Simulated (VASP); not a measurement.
# Ru (P6_3/mmc) in VASP: notebook

The runs below take Ru through single point, relaxation of cell and atoms, with PBE, revPBE+dDsC.

All numbers are computed with VASP 6.6.1; they aren't measurements. Logs are shortened: lines on timing, memory, paths and dates and some standing lists are left out, and cuts for length are marked.

### 1 The structure

The structure is hexagonal, space group P6_3/mmc (No. 194). Conventional cell: a = 2.706 Å, b = 2.706 Å, c = 4.282 Å, α = 90.00°, β = 90.00°, γ = 120.00°. Ru (site symmetry -6m2) has 12 Ru at 2.65 to 2.71 Å as nearest neighbours.

### 2 Single point, PBE

INCAR reads:

```
SYSTEM = Ru
PREC = Accurate
ENCUT = 550
EDIFF = 1E-6
ISMEAR = 0
SIGMA = 0.1
LREAL = .FALSE.
LASPH = .TRUE.
NELM = 60
ALGO = Fast
ISIF = 2
LWAVE = .FALSE.
LCHARG = .TRUE.
GGA = PE
LELF = .TRUE.
LVHAR = .TRUE.
```

KPOINTS reads:

```
Automatic mesh
0
G
  11 11 6
  0 0 0
```

POSCAR reads:

```
Ru
2.7058
    1.000000000000      0.000000000000      0.000000000000
   -0.500000000000      0.866025403799      0.000000000000
    0.000000000000      0.000000000000      1.582489467071
Ru
2
Direct
    0.6666666667      0.3333333333      0.7500000000
    0.3333333333      0.6666666667      0.2500000000
```

Potentials or basis: VASP PAW PBE potentials, release 64 (Ru_sv_GW).

Run with:

```console
cat potpaw_PBE.64/Ru_sv_GW/POTCAR > POTCAR
mpirun -np 1 vasp_std > vasp.out
```

OUTCAR:

```text
SYSTEM = Ru
   PREC = Accurate
   ENCUT = 550
   EDIFF = 1E-6
   ISMEAR = 0
   LREAL = .FALSE.
   LASPH = .TRUE.
   NELM = 60
   ISIF = 2
   GGA = PE

 ion  position               nearest neighbor table
   1  0.667  0.333  0.750-   2 2.65   2 2.65   2 2.65   2 2.65   2 2.65   2 2.65
   2  0.333  0.667  0.250-   1 2.65   1 2.65   1 2.65   1 2.65   1 2.65   1 2.65

  LATTYP: Found a hexagonal cell.
 ALAT       =     2.7058000000
 C/A-ratio  =     1.5824894671

  Lattice vectors:

 A1 = (   2.7058000000,   0.0000000000,   0.0000000000)
 A2 = (  -1.3529000000,   2.3432915376,   0.0000000000)
 A3 = (   0.0000000000,   0.0000000000,   4.2819000000)

Analysis of symmetry for initial positions (statically):
=====================================================================
 Subroutine PRICEL returns:
 Original cell was already a primitive cell.

 Routine SETGRP: Setting up the symmetry group for a
 hexagonal supercell.

 Subroutine GETGRP returns: Found 24 space group operations
 (whereof 12 operations were pure point group operations)
 out of a pool of 24 trial point group operations.

The static configuration has the point symmetry D_3d.
 The point group associated with its full space group is D_6h.

Analysis of symmetry for dynamics (positions and initial velocities):
=====================================================================
 Subroutine PRICEL returns:
 Original cell was already a primitive cell.

 Routine SETGRP: Setting up the symmetry group for a
 hexagonal supercell.

 Subroutine GETGRP returns: Found 24 space group operations
 (whereof 12 operations were pure point group operations)
 out of a pool of 24 trial point group operations.

The dynamic configuration has the point symmetry D_3d.
 The point group associated with its full space group is D_6h.

 Subroutine INISYM returns: Found 24 space group operations
 (whereof 12 operations are pure point group operations),
 and found     1 'primitive' translations

----------------------------------------------------------------------------------------

                                     Primitive cell

  volume of cell :      27.1493

  direct lattice vectors                    reciprocal lattice vectors
     2.705800000  0.000000000  0.000000000     0.369576465  0.213375072  0.000000000
    -1.352900000  2.343291538  0.000000000     0.000000000  0.426750144  0.000000000
     0.000000000  0.000000000  4.281900000     0.000000000  0.000000000  0.233541185

  length of vectors
     2.705800000  2.705800000  4.281900000     0.426750144  0.426750144  0.233541185

  position of ions in fractional coordinates (direct lattice)
     0.666666667  0.333333333  0.750000000
     0.333333333  0.666666667  0.250000000

  ion indices of the primitive-cell ions
   primitive index   ion index
                 1           1
                 2           2

----------------------------------------------------------------------------------------

 KPOINTS: Automatic mesh

Automatic generation of k-mesh.
 Grid dimensions read from file:
 generate k-points for:   11   11    6

 Generating k-lattice:

  Cartesian coordinates                     Fractional coordinates (reciprocal lattice)
     0.033597860  0.019397734  0.000000000     0.090909091  0.000000000  0.000000000
     0.000000000  0.038795468  0.000000000     0.000000000  0.090909091  0.000000000
     0.000000000  0.000000000  0.038923531     0.000000000  0.000000000  0.166666667

  Length of vectors
     0.038795468  0.038795468  0.038923531

  Shift w.r.t. Gamma in fractional coordinates (k-lattice)
     0.000000000  0.000000000  0.000000000

 Subroutine IBZKPT returns following result:
 ===========================================

 Found     64 irreducible k-points:

 Following reciprocal coordinates:
            Coordinates               Weight
  0.000000  0.000000  0.000000      1.000000
  0.090909 -0.000000  0.000000      6.000000
  0.181818 -0.000000  0.000000      6.000000
  0.272727  0.000000  0.000000      6.000000
  0.363636  0.000000  0.000000      6.000000
  0.454545 -0.000000  0.000000      6.000000
[... 16 lines left out ...]
  0.090909  0.090909  0.166667     12.000000
  0.181818  0.090909  0.166667     24.000000
 [... further k-points ...]
   k-points           NKPTS =     64   k-points in BZ     NKDIM =     64   number of bands    NBANDS=     20
   number of dos      NEDOS =    301   number of ions     NIONS =      2
   total plane-waves  NPLWV =  20736
   dimension x,y,z NGX =    24 NGY =   24 NGZ =   36
   dimension x,y,z NGXF=    48 NGYF=   48 NGZF=   72
   ions per type =               2
   NGX,Y,Z   is equivalent  to a cutoff of  14.75, 14.75, 13.98 a.u.
   NGXF,Y,Z  is equivalent  to a cutoff of  29.49, 29.49, 27.95 a.u.
 SYSTEM =  Ru
   PREC   = accura    normal or accurate (medium, high low for compatibility)
   ISTART =      0    job   : 0-new  1-cont  2-samecut
   ICHARG =      2    charge: 1-file 2-atom 10-const
   ISPIN  =      1    spin polarized calculation?
   LNONCOLLINEAR =      F non collinear calculations
   LSORBIT =      F    spin-orbit coupling
   LASPH  =      T    aspherical Exc in radial PAW
   ENCUT  =  550.0 eV  40.42 Ry    6.36 a.u.   5.17  5.17  8.19*2*pi/ulx,y,z
   NELM   =     60;   NELMIN=  2; NELMDL= -5     # of ELM steps
   EDIFF  = 0.1E-05   stopping-criterion for ELM
   LREAL  =      F    real-space projection
   EDIFFG = 0.1E-04   stopping-criterion for IOM
   NSW    =      0    number of steps for IOM
   IBRION =     -1    ionic relax: 0-MD 1-quasi-New 2-CG
   NFREE  =      0    steps in history (QN), initial steepest desc. (CG)
   ISIF   =      2    stress and relaxation
   ISYM   =      2    0-nonsym 1-usesym 2-fastsym
   POTIM  = 0.5000    time-step for ionic-motion
   TEBEG  =    0.0;   TEEND  =   0.0 temperature during run
   PSTRESS=    0.0 pullay stress
   NELECT =      32.0000    total number of electrons
   NUPDOWN=      -1.0000    fix difference up-down
   EMIN   =  10.00;   EMAX   =-10.00  energy-range for DOS
   EFERMI =   0.00;   METHOD = LEGACY
   ISMEAR =     0;   SIGMA  =   0.10  broadening in eV -4-tet -1-fermi 0-gaus
   EFERMI_NEDOS =   21; number of points for ismear=-14 and -15
   IALGO  =     68    algorithm
   IMIX   =      4    mixing-type and parameters
     AMIX     =   0.40;   BMIX     =  1.00
     AMIX_MAG =   1.60;   BMIX_MAG =  1.00
  volume/ion in A,a.u.               =      13.57        91.61
  Fermi-wavevector in a.u.,A,eV,Ry     =   1.729307  3.267915 40.688237  2.990501
  Thomas-Fermi vector in A             =   2.804077
   LORBIT       =      0    0 simple, 1 ext, 2 COOP (PROOUT), +10 PAW based schemes
   GGA     = PE    functional components
   LHFCALC =     F    Hartree Fock is set to
   AEXX    =    0.0000 exact exchange contribution
   IVDW    =     0    specifies the selected vdW correction
   LEPSILON=     F    determine dielectric tensor
   LRPA    =     F    only Hartree local field effects (RPA)
 non-spin polarized calculation
 RMM-DIIS sequential band-by-band and
 Gauss-broadening in eV      SIGMA  =   0.10
  energy-cutoff  :      550.00
  volume of cell :       27.15
 maximum number of plane-waves:       809
 NGX is ok and might be reduce to    24
   NGX = 11   NGY = 11   NGZ = 17

 number of electron      31.9999999 magnetization

 Free energy of the ion-electron system (eV)
  ---------------------------------------------------
  ext. energy  EPLUGINS =         0.00000000
  ---------------------------------------------------
  free energy    TOTEN  =       -17.87906105 eV

  energy without entropy =      -17.86861018  energy(sigma->0) =      -17.87383562

 E-fermi :  12.1489     XC(G=0): -14.2636

 val. band max:       12.1334599109   @ k =   0.2727   0.0000   0.0000
 cond. band min:      12.1702826776   @ k =   0.2727   0.1818   0.0000
 fundamental gap:      0.0368227667
 Fermi energy:        12.1489454285

 k-point     1 :       0.0000    0.0000    0.0000
  band No.  band energies     occupation
      1     -60.9265      2.00000
      2     -60.7219      2.00000
      3     -31.4110      2.00000
      4     -30.4754      2.00000
      5     -30.4754      2.00000
      6     -30.3050      2.00000
[... 12 lines left out ...]
     19      13.4051      0.00000
     20      13.5024      0.00000

 k-point     2 :       0.0909   -0.0000    0.0000
  band No.  band energies     occupation
      1     -60.9146      2.00000
      2     -60.7173      2.00000
      3     -31.3832      2.00000
      4     -30.5358      2.00000
      5     -30.4957      2.00000
      6     -30.3670      2.00000
[... 12 lines left out ...]
     19      13.5169      0.00000
     20      15.5731      0.00000

 k-point     3 :       0.1818   -0.0000    0.0000
  band No.  band energies     occupation
      1     -60.8817      2.00000
      2     -60.7055      2.00000
      3     -31.3035      2.00000
      4     -30.6951      2.00000
      5     -30.5478      2.00000
      6     -30.5283      2.00000
[... 12 lines left out ...]
     19      13.7445      0.00000
     20      17.8690      0.00000

 k-point     4 :       0.2727    0.0000    0.0000
  band No.  band energies     occupation
      1     -60.8362      2.00000
      2     -60.6925      2.00000
      3     -31.1855      2.00000
      4     -30.9047      2.00000
      5     -30.7337      2.00000
      6     -30.6135      2.00000
[... 12 lines left out ...]
     19      13.9459      0.00000
     20      20.2164      0.00000

 k-point     5 :       0.3636    0.0000    0.0000
  band No.  band energies     occupation
      1     -60.7897      2.00000
      2     -60.6847      2.00000
      3     -31.0962      2.00000
      4     -31.0519      2.00000
      5     -30.9145      2.00000
      6     -30.6708      2.00000
[... 12 lines left out ...]
     19      14.0738      0.00000
     20      21.8420      0.00000
[... 353 lines left out ...]
      6     -30.6527      2.00000
[... 12 lines left out ...]
     19      13.9171      0.00000
     20      19.3132      0.00000

 k-point    22 :       0.4545   -0.0000    0.1667
  band No.  band energies     occupation
      1     -60.7524      2.00000
      2     -60.6896      2.00000
      3     -31.2674      2.00000
      4     -31.0842      2.00000
      5     -30.8446      2.00000
      6     -30.6853      2.00000
[... 12 lines left out ...]
     19      15.2172      0.00000
     20      18.5154      0.00000

 k-point    23 :       0.0909    0.0909    0.1667
  band No.  band energies     occupation
      1     -60.8801      2.00000
      2     -60.7215      2.00000
      3     -31.2725      2.00000
      4     -30.6122      2.00000
      5     -30.5664      2.00000
      6     -30.4898      2.00000
[... 12 lines left out ...]
     19      13.5964      0.00000
     20      16.2266      0.00000

 k-point    24 :       0.1818    0.0909    0.1667
  band No.  band energies     occupation
      1     -60.8425      2.00000
      2     -60.7073      2.00000
      3     -31.2028      2.00000
      4     -30.7717      2.00000
      5     -30.7233      2.00000
      6     -30.5681      2.00000
[... 12 lines left out ...]
     19      13.7264      0.00000
     20      17.8534      0.00000

 [... further k-points ...]
[... 5 lines left out ...]
  --------------------------------------------------------------------------------------
  -------------------------------------------------------------------------------------
  Total        0.3942803      0.3942803      0.3728166      0.0000000      0.0000000      0.0000000
  in kB       23.2678938     23.2678938     22.0012484      0.0000000      0.0000000      0.0000000
  external PRESSURE =      22.8456786 kB  Pullay stress =       0.0000000 kB

 VOLUME and BASIS-vectors are now :
 -----------------------------------------------------------------------------
  energy-cutoff  :      550.00
  volume of cell :       27.15
      direct lattice vectors                 reciprocal lattice vectors
     2.705800000  0.000000000  0.000000000     0.369576465  0.213375072  0.000000000
    -1.352900000  2.343291538  0.000000000     0.000000000  0.426750144  0.000000000
     0.000000000  0.000000000  4.281900000     0.000000000  0.000000000  0.233541185

 POSITION                                       TOTAL-FORCE (eV/Angst)
 -----------------------------------------------------------------------------------
      1.35290      0.78110      3.21143        -0.000000     -0.000000      0.000000
     -0.00000      1.56219      1.07048         0.000000      0.000000      0.000000
 -----------------------------------------------------------------------------------
    total drift:                               -0.000000      0.000000     -0.000000

  FREE ENERGIE OF THE ION-ELECTRON SYSTEM (eV)
  ---------------------------------------------------
  free  energy   TOTEN  =       -17.8790610474 eV

  energy  without entropy=      -17.8686101828  energy(sigma->0) =      -17.87383562
```

Wall time 42 s (1 thread of Intel Xeon Platinum 8375C at 2.90GHz (Ice Lake), shared host); peak memory 0.18 GiB.

What came out:

- Free energy: -17.8791 eV
- Pressure: 2.3 GPa
- Band gap on the k mesh: none (metal or under the smearing width)

### 3 Single point, PBE

run.py reads:

```python
from ase.calculators.vasp import Vasp
from ase.dft.bandgap import bandgap
from ase.io import read

atoms = read('POSCAR')
calc = Vasp(
    directory='calc',
    xc='pbe',
    pp='PBE',
    setups='gw',
    prec='Accurate',
    encut=550,
    ediff=1e-07,
    ismear=0,
    sigma=0.1,
    lreal=False,
    lasph=True,
    nelm=100,
    algo='Normal',
    isif=2,
    lwave=False,
    lcharg=False,
    kpts=[11, 11, 6],
    gamma=True,
    nbands=23,
)
atoms.calc = calc

print('energy (eV):', atoms.get_potential_energy())
print('free energy (eV):', atoms.get_potential_energy(force_consistent=True))
print('forces (eV/A):')
print(atoms.get_forces())
print('stress (eV/A^3, Voigt):', atoms.get_stress())
print('Fermi level (eV):', calc.get_fermi_level())
gap, top, bottom = bandgap(calc)
print('band gap (eV):', gap, 'from (spin, k, band)', top, 'to', bottom)
```

POSCAR reads:

```
Ru
1.0
    2.7058000000      0.0000000000      0.0000000000
   -1.3529000000      2.3432915376      0.0000000000
    0.0000000000      0.0000000000      4.2819000000
Ru
2
Direct
    0.6666666667      0.3333333333      0.7500000000
    0.3333333333      0.6666666667      0.2500000000
```

Potentials or basis: VASP PAW PBE potentials, release 64 (Ru_sv_GW).

Run with:

```console
python run.py
```

Log:

```text
energy (eV): -17.87383582
free energy (eV): -17.87906119
forces (eV/A):
[[-0.  0.  0.]
 [ 0. -0.  0.]]
stress (eV/A^3, Voigt): [-0.01506273 -0.01506273 -0.01430481 -0.          0.         -0.        ]
Fermi level (eV): 12.14881108
band gap (eV): 0.0 from (spin, k, band) (None, None, None) to (None, None, None)
```

OUTCAR:

```text
ENCUT = 550.000000
   EDIFF = 1.00e-07
   GGA = PE
   PREC = Accurate
   ISIF = 2
   ISMEAR = 0
[... 850 lines left out ...]
      1.35290      0.78110      3.21143        -0.000000      0.000000      0.000000
     -0.00000      1.56219      1.07048         0.000000     -0.000000      0.000000
 -----------------------------------------------------------------------------------
    total drift:                               -0.000000      0.000000     -0.000000

  FREE ENERGIE OF THE ION-ELECTRON SYSTEM (eV)
  ---------------------------------------------------
  free  energy   TOTEN  =       -17.8790611933 eV

  energy  without entropy=      -17.8686104498  energy(sigma->0) =      -17.87383582
```

INCAR:

```text
ENCUT = 550.000000
SIGMA = 0.100000
EDIFF = 1.00e-07
ALGO = Normal
GGA = PE
PREC = Accurate
ISIF = 2
ISMEAR = 0
NBANDS = 23
NELM = 100
LASPH = .TRUE.
LCHARG = .FALSE.
LWAVE = .FALSE.
LREAL = .FALSE.
```

It took 46 s on 1 thread of Intel Xeon Platinum 8375C at 2.90GHz (Ice Lake), shared host; peak memory 0.19 GiB.

Results:

```yaml
Free_energy: -17.8791 eV
Pressure: 2.4 GPa
Band_gap_on_the_k_mesh: none (metal or under the smearing width)
```

Levels at points of the mesh, in eV from the Fermi level:
| k point | band 13 | band 14 | band 15 | band 16 | band 17 | band 18 | band 19 | band 20 |
| --- | --- | --- | --- | --- | --- | --- | --- | --- |
| (0.00, 0.00, 0.00) | -2.35 | -1.84 | -1.84 | -1.32 | -1.32 | 1.26 | 1.26 | 1.35 |
| (0.00, 0.00, 0.50) | -2.69 | -2.69 | -2.65 | -2.65 | 0.62 | 0.62 | 0.62 | 0.62 |

### 4 Relaxation of cell and atoms, revPBE+dDsC (volume scaled by 1.15)

INCAR reads:

```
PREC = Accurate
ENCUT = 600
EDIFF = 1E-7
ISMEAR = 0
SIGMA = 0.01
LREAL = F
LASPH = T
NELM = 60
ALGO = Fast
ISIF = 3
LWAVE = F
LCHARG = F
GGA = RE
IVDW = 4
IBRION = 2
NSW = 40
EDIFFG = -0.01
```

KPOINTS reads:

```
regular mesh
0
Gamma
  11 11 6
```

POSCAR reads:

```
Ru
1.0
    2.8348383930      0.0000000000      0.0000000000
   -1.4174191965      2.4550420640      0.0000000000
    0.0000000000      0.0000000000      4.4861018977
Ru
2
Direct
    0.6666666667      0.3333333333      0.7500000000
    0.3333333333      0.6666666667      0.2500000000
```

Potentials or basis: VASP PAW PBE potentials, release 64 (Ru_pv).

Run with:

```console
cat potpaw_PBE.64/Ru_pv/POTCAR > POTCAR
mpirun -np 1 vasp_std > vasp.out
```

Wall time 4.4 min (1 thread of Intel Xeon Platinum 8375C at 2.90GHz (Ice Lake), shared host); peak memory 0.19 GiB.

The run converged. Its results:

| Quantity | Value |
| --- | --- |
| Free energy | -18.8112 eV |
| Relaxed volume | 13.50 Å³/atom |
| Relaxed cell | a = 2.698 Å, b = 2.698 Å, c = 4.282 Å, α = 90.00°, β = 90.00°, γ = 120.00° |
| Space group after relaxing (to 0.05 Å) | P6_3/mmc (No. 194) |
| Energy gained by relaxing | 181.4 meV/atom |
| Ionic steps | 13 |
| Pressure after relaxing | 0.0 GPa |
| Band gap on the k mesh | none (metal or under the smearing width) |
| Dispersion energy per atom | -0.697 eV |

Stress tensor (GPa, compression positive):
```
 0.07  0.00  0.00
 0.00  0.07  0.00
 0.00  0.00 -0.06
```

The path:
| step | energy change (eV) | largest force (eV/Å) | pressure (GPa) | volume (Å³) |
| --- | --- | --- | --- | --- |
| 1 | 0.0000 | 0.0000 | -34.05 | 31.22 |
| 2 | 5.8295 | 0.0000 | 306.02 | 18.50 |
| 3 | -0.3605 | 0.0000 | -12.61 | 28.16 |
| 4 | -0.3733 | 0.0000 | -5.91 | 27.52 |
| 5 | -0.3618 | 0.0000 | 0.23 | 26.99 |
| 6 | -0.3650 | 0.0000 | -0.78 | 27.07 |
| 7 | -0.3649 | 0.0000 | -0.71 | 27.07 |
| 8 | -0.3646 | 0.0000 | -0.54 | 27.05 |
| 9 | -0.3632 | 0.0000 | -0.08 | 27.01 |
| 10 | -0.3628 | 0.0000 | 0.03 | 27.00 |
| 11 | -0.3626 | 0.0000 | 0.09 | 27.00 |
| 12 | -0.3627 | 0.0000 | 0.05 | 27.00 |
| 13 | -0.3628 | 0.0000 | 0.03 | 27.00 |

Final structure:
```
CELL_PARAMETERS angstrom
2.69819 0.00000 0.00000
-1.34910 2.33670 0.00000
0.00000 0.00000 4.28248
ATOMIC_POSITIONS crystal
Ru 0.66667 0.33333 0.75000
Ru 0.33333 0.66667 0.25000
```

Levels at points of the mesh, in eV from the Fermi level:
```tsv
k point	band 12	band 13	band 14	band 15	band 16	band 17
(0.00, 0.00, 0.00)	-1.87	-1.87	-1.32	-1.32	1.25	1.25
(0.00, 0.00, 0.50)	-2.71	-2.68	-2.68	0.61	0.61	0.61
```

Caveat: the PAW data sets were made with another functional, which shifts forces and pressure a little; pairwise dispersion overbinds metals, which lowers pressure and volume.

### 5 The reference run

An earlier run on the cell as given: functional PBE; potentials or basis VASP PAW PBE potentials, release 64 (Ru_pv); cutoff 520 eV; k mesh 11 × 11 × 6; occupations fermi-dirac, width 0.05 eV; no spin polarisation.

- Pressure: 4.5 GPa
- Band gap on the k mesh: none (metal or under the smearing width)

### 6 The runs side by side

| task | level | potentials or basis | cell | cutoff (eV) | smearing | gap on the mesh (eV) | pressure (GPa) |
| --- | --- | --- | --- | --- | --- | --- | --- |
| single point | PBE | VASP PAW PBE potentials, release 64 (Ru_sv_GW) | as given | 550 | gaussian 0.1 eV | none | 2.4 |
| relaxation of cell and atoms | revPBE+dDsC | VASP PAW PBE potentials, release 64 (Ru_pv) | relaxed from: volume scaled by 1.15 | 600 | gaussian 0.01 eV | none | 0.0 |
| single point | PBE | VASP PAW PBE potentials, release 64 (Ru_pv) | as given | 520 | fermi-dirac 0.05 eV | none | 4.5 |

Alike in all rows: no spin polarisation; k mesh 11 × 11 × 6.

Caveats: the PAW data sets were made with another functional, which shifts forces and pressure a little (some runs); pairwise dispersion overbinds metals, which lowers pressure and volume (some runs).

Total energies depend on the potentials used, so only differences within one code and one set of settings carry meaning.
